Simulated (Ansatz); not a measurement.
CsSnI3:

```
CELL_PARAMETERS angstrom
6.20570 0.00000 0.00000
0.00000 6.20570 0.00000
0.00000 0.00000 6.20570
ATOMIC_POSITIONS crystal
Cs 0.00000 0.00000 0.00000
I 0.50000 0.50000 0.00000
I 0.50000 0.00000 0.50000
I 0.00000 0.50000 0.50000
Sn 0.50000 0.50000 0.50000
```

- Program: Ansatz 0.2.0
- Task: single point
- Functional: PBE
- Potentials or basis: Ansatz PAW
- Cutoff: 420 eV (not typed: the program's choice for these potentials)
- k mesh: 5 × 5 × 5
- Occupations: fermi-dirac, width 0.05 eV
- Spin: no spin polarisation

On this cell: pressure 0.5 GPa; largest force zero by symmetry; band gap on the k mesh 1.75 eV, direct.

The same run follows on a disturbed copy (atoms moved at random, drawn with an rms of 0.05 Å):

```
Cs I Sn
1.0
     6.20570    0.00000    0.00000
     0.00000    6.20570    0.00000
     0.00000    0.00000    6.20570
Cs I Sn
1 3 1
Direct
  0.99540 0.99366 0.99756
  0.50557 0.49643 0.00787
  0.49834 0.99677 0.49596
  0.01305 0.50280 0.49803
  0.49958 0.50147 0.49721
```

Q: What does the disturbed cell give?

A: The energy moves by +2.0 meV/atom; pressure 0.6 GPa; largest force 0.143 eV/Å; band gap on the k mesh 1.72 eV, direct.

Forces in eV/Å, atoms in the order of the input:
```
Cs   0.006  0.004  0.002
I    0.022 -0.001 -0.118
I    0.036  0.038  0.031
I   -0.139 -0.014  0.027
Sn   0.075 -0.027  0.057
```

Caveats: odd divisions of the mesh miss points on the zone boundary, where band edges often lie, so the gap on the mesh can be too wide; spin-orbit coupling is left out, which moves the levels of the heavy elements; the cell was measured hot, at 500 K.

A k mesh can miss the band edges.
